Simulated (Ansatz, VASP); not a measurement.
## ZrC: VASP beside Ansatz

The input INCAR:

```
SYSTEM = ZrC
ALGO = Normal ; EDIFF = 1E-7
ENCUT = 520 ; GGA = CA
ISIF = 2 ; ISMEAR = -1
LASPH = .TRUE. ; LCHARG = .FALSE.
LREAL = .FALSE. ; LWAVE = .FALSE.
NBANDS = 24 ; NELM = 100
PREC = Accurate ; SIGMA = 0.05
```

The input KPOINTS:

```
k-points
0
G
  9 9 5
  0 0 0
```

Contents of POSCAR:

```
ZrC
1.0
    3.3456398925      0.0000000000      0.0000000000
   -1.6728199463      2.8974091388      0.0000000000
    0.0000000000      0.0000000000      5.2185570330
Zr C
2 2
Direct
    0.6666666667      0.3333333333      0.7500000000
    0.3333333333      0.6666666667      0.2500000000
    0.0000000000      0.0000000000      0.5000000000
    0.0000000000      0.0000000000      0.0000000000
```

input.yaml

```yaml
crystal:
  lattice:
    - [3.3456398925, 0.0, 0.0]
    - [-1.6728199463, 2.8974091388, 0.0]
    - [0.0, 0.0, 5.218557033]
  atoms:
    - { symbol: Zr, position: [0.6666666667, 0.3333333333, 0.75] }
    - { symbol: Zr, position: [0.3333333333, 0.6666666667, 0.25] }
    - { symbol: C, position: [0.0, 0.0, 0.5] }
    - { symbol: C, position: [0.0, 0.0, 0.0] }
hamiltonian:
  xc: lda
  pseudopotentials: { kind: paw }
kpoints:
  mp_grid: { grid: [9, 9, 5] }
scf:
  occupations: { method: fermi_dirac, width: 0.05 }
output:
  forces: true
  stress: true
  eigenvalues: true
```

The cell comes from a database or a generator and needn't be the stable form of this composition.

Alike in both runs: task single point; functional LDA; k mesh 9 × 9 × 5; occupations fermi-dirac, width 0.05 eV; no spin polarisation.

```csv
,VASP,Ansatz
version,VASP 6.6.1,Ansatz 0.2.0
potentials or method,"VASP PAW LDA potentials, release 64 (Zr_sv, C)",Ansatz PAW
plane-wave cutoff (eV),520,420
valence electrons in the cell,32,32
```

Ansatz gave:

- gap on the k mesh at the Fermi level (eV): none
- pressure (GPa): -3.1
- largest component of the traceless stress (GPa): 1.22

Problem. What did VASP give for the same quantities?

Solution. gap on the k mesh at the Fermi level (eV): none; pressure (GPa): -2.4; largest component of the traceless stress (GPa): 1.17.

A gap of «none» marks a metal or a gap that the smearing closes.

Caveats: the PAW data sets come from PBE, with cores solved anew for the run's functional, which leaves a small shift of forces and pressure (Ansatz).
